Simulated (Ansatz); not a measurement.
## Al2Pt: pressure against volume scale

Results calculated with Ansatz 0.2.0, not measured. Periodic Kohn-Sham DFT of a crystal at fixed atoms, scaled to volume_scale times the given cell; pressure positive in compression, energy less spherical unpolarised free atoms, largest_vzz the field gradient of largest size among the nuclei.

The cell before it is scaled or strained (space group Fm-3m, No. 225):
```
CELL_PARAMETERS angstrom
0.00000 2.95500 2.95500
2.95500 0.00000 2.95500
2.95500 2.95500 0.00000
ATOMIC_POSITIONS crystal
Al 0.25000 0.25000 0.25000
Al 0.75000 0.75000 0.75000
Pt 0.00000 0.00000 0.00000
```

Settings of every row: method frozen-core PAW; functional LDA; relativity scalar; k mesh 12x12x12; filling fermi-dirac; smearing width 0.08 eV; wave cutoff 420 eV; paw set soft_2.

Atom start moment: 0 on all atoms.

Limits: PAW files made with PBE; no spin-orbit coupling on heavy atoms.

```
row  volume scale  V (Å³/atom)  pressure (GPa)
  1          0.94        16.17           5.178
  2          0.98       16.858          -1.226
  3             1       17.202          -3.931
  4          1.01       17.374          -5.174
  5          1.04        17.89               ?
```

Question: what pressure should row 5 give?

Worked fit of pressure. Take u = (V_r/V)^(2/3) − 1 with V_r = 17.03 Å³ an atom, which is twice the finite (Eulerian) strain; such expansions in the strain, on which the Birch-Murnaghan equation of state is built, carry the rest volume and the bulk modulus. The shown rows have u = 0.03515, 0.00679, -0.00668, -0.01324. Least squares give pressure = −2.6168 + 200.92 × u + 592.78 × u² GPa; a straight line predicts inner rows, each left out in turn, worse (root mean square 0.2 against 0.0039 GPa). The rows lie off it by 0.000, -0.001, 0.001, -0.001. The pressure vanishes at u = 0.0126, or V = 16.71 Å³ an atom, and there the bulk modulus at fixed shape and fractions is B = −V dP/dV = (2/3)(1 + u) dP/du = 146 GPa. The withheld row has u = -0.03231, so the fit gives −2.6168 + 200.92 × (-0.03231) + 592.78 × (-0.03231)² = -8.490 GPa.

The calculation gave -8.507 GPa. The fit lies 0.017 GPa (0.12 % of the column's range) above it; its largest miss of a shown row is 0.001 GPa. This row lies beyond the range of the fit.
